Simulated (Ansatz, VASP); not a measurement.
**One calculation of BeSe, two programs**

Contents of INCAR:

```
ALGO = Normal
EDIFF = 1E-7
ENCUT = 520
GGA = PE
ISIF = 2
ISMEAR = -1
LASPH = T
LCHARG = F
LREAL = F
LWAVE = F
NBANDS = 11
NELM = 60
PREC = Accurate
SIGMA = 0.05
```

File KPOINTS:

```
k-points
0
Gamma
  9 9 9
```

File POSCAR:

```
BeSe
1.0
    0.0000000000      2.5007390434      2.5007390434
    2.5007390434      0.0000000000      2.5007390434
    2.5007390434      2.5007390434      0.0000000000
Se Be
1 1
Direct
    0.7500000000      0.7500000000      0.7500000000
    0.0000000000      0.0000000000      0.0000000000
```

The input input.yaml:

```yaml
crystal:
  lattice:
    - [0.0, 2.5007390434, 2.5007390434]
    - [2.5007390434, 0.0, 2.5007390434]
    - [2.5007390434, 2.5007390434, 0.0]
  atoms:
    - { symbol: Se, position: [0.75, 0.75, 0.75] }
    - { symbol: Be, position: [0.0, 0.0, 0.0] }
hamiltonian:
  xc: pbe
  pseudopotentials: { kind: paw }
kpoints:
  mp_grid: { grid: [9, 9, 9] }
scf:
  occupations: { method: fermi_dirac, width: 0.05 }
output:
  forces: true
  stress: true
  eigenvalues: true
```

Change from the starting cell: volume scaled by 0.96.

Alike in both runs: task single point; functional PBE; k mesh 9 × 9 × 9; occupations fermi-dirac, width 0.05 eV; no spin polarisation.

|  | VASP | Ansatz |
| --- | --- | --- |
| version | VASP 6.6.1 | Ansatz 0.2.0 |
| potentials or method | VASP PAW PBE potentials, release 64 (Se, Be) | Ansatz PAW |
| plane-wave cutoff (eV) | 520 | 420 |
| valence electrons in the cell | 8 | 18 |

|  | VASP | Ansatz | Ansatz less VASP |
| --- | --- | --- | --- |
| gap on the k mesh at the Fermi level (eV) | 2.51 | 2.52 | +0.015 |
| least direct gap on the mesh (eV) | 4.98 | 5.00 | +0.017 |
| pressure (GPa) | 9.8 | 9.6 | -0.27 |

The two sets of potentials don't hold the same shells in valence.

Caveats: an odd mesh through Γ misses points on the zone boundary, where band edges often lie (VASP); odd divisions of the mesh miss points on the zone boundary, where band edges often lie, so the gap on the mesh can be too wide (Ansatz).
